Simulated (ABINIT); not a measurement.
A calculation with ABINIT 10.8.3 (patched build) of KTaO3 (native input, structure typed inline):

run.abi

```
# Pseudopotentials
pp_dirpath "./"
pseudos "Ta.GGA_PBE-JTH.xml, K.GGA_PBE-JTH.xml, O.GGA_PBE-JTH.xml"

# Structure
acell 3*1.0 Angstrom
rprim
     3.9883000000     0.0000000000     0.0000000000
     0.0000000000     3.9883000000     0.0000000000
     0.0000000000     0.0000000000     3.9883000000
ntypat 3
znucl 73 19 8
natom 5
typat 1 2 3 3 3
xred
     0.0000000000     0.0000000000     0.0000000000
     0.5000000000     0.5000000000     0.5000000000
     0.0000000000     0.0000000000     0.5000000000
     0.0000000000     0.5000000000     0.0000000000
     0.5000000000     0.0000000000     0.0000000000

# Plane-wave basis
ecut 23.0
pawecutdg 45.0
pawxcdev 0

# k points
kptopt 1
ngkpt 7 7 7
nshiftk 1
shiftk 0.0 0.0 0.0

# Exchange and correlation
ixc 11

# Bands and occupations
nband 24
occopt 3
tsmear 0.00183747

# SCF cycle
nstep 100
tolvrs 1.0e-9

# Output
iomode 3
prtwf 0
prtden 0
prteig 0
prtebands 0
enunit 1
```

Potentials or basis: JTH PAW PBE v2.0.

Run with:

```bash
$ abinit run.abi > log 2>&1
```

Problem. Write the same calculation in another form: ASE script, structure from a P1 CIF.

Solution. As run:

Contents of run.py:

```python
import json, os
import numpy as np
from ase.units import GPa
from ase.calculators.abinit import Abinit, AbinitProfile
from ase.io import read

atoms = read('KTaO3.cif')

profile = AbinitProfile(command='abinit', pp_paths=[os.path.abspath('pseudos')])
params = dict(
    pps='pawxml', xc='PBE',
    ecut=625.8619,
    pawecutdg=1224.5124,
    pawxcdev=0,
    kptopt=1,
    ngkpt=[7, 7, 7],
    nshiftk=1,
    shiftk=[0.0, 0.0, 0.0],
    ixc=11,
    nband=24,
    occopt=3,
    tsmear=0.05,
    nstep=100,
    tolvrs=1e-09,
    prtwf=0,
    prtden=0,
)

atoms.calc = Abinit(profile=profile, directory='run', **params)
energy = atoms.get_potential_energy()
forces = atoms.get_forces()
stress = atoms.get_stress()
print(f'energy {energy:.6f} eV')
print('forces (eV/A)')
print(np.round(forces, 5))
print('stress (GPa, Voigt, tension positive)', np.round(stress / GPa, 4))
json.dump(dict(energy=energy, forces=forces.tolist(), stress=stress.tolist(), cell=atoms.cell.tolist(), frac=atoms.get_scaled_positions(wrap=False).tolist()), open('results.json', 'w'))
```

The input KTaO3.cif:

```cif
data_KTaO3
_cell_length_a 3.98830000
_cell_length_b 3.98830000
_cell_length_c 3.98830000
_cell_angle_alpha 90.00000000
_cell_angle_beta 90.00000000
_cell_angle_gamma 90.00000000
_space_group_name_H-M_alt 'P1'
_space_group_name_Hall 'P 1'
_space_group_IT_number 1
loop_
_space_group_symop_operation_xyz
'x,y,z'
loop_
_atom_site_label
_atom_site_type_symbol
_atom_site_symmetry_multiplicity
_atom_site_Wyckoff_symbol
_atom_site_fract_x
_atom_site_fract_y
_atom_site_fract_z
_atom_site_occupancy
Ta1 Ta 1 a 0.0000000000 0.0000000000 0.0000000000 1
K1 K 1 a 0.5000000000 0.5000000000 0.5000000000 1
O1 O 1 a 0.0000000000 0.0000000000 0.5000000000 1
O2 O 1 a 0.0000000000 0.5000000000 0.0000000000 1
O3 O 1 a 0.5000000000 0.0000000000 0.0000000000 1
```

Potentials or basis: JTH PAW PBE v2.0.

The run is started by

```sh
$ python run.py
```

Both were run:

|  | native input, structure typed inline | ASE script, structure from a P1 CIF |
| --- | --- | --- |
| Pressure | 5.5 GPa | 5.5 GPa |
| Band gap on the k mesh | 2.24 eV, indirect (least direct gap 2.80 eV) | 2.24 eV, indirect (least direct gap 2.80 eV) |

Keys that steer only the numerical path or the files written may differ.

Caveat: spin-orbit coupling is left out, which moves the levels of the heavy elements; an odd mesh through Γ misses points on the zone boundary, where band edges often lie; the atomic spheres overlap.
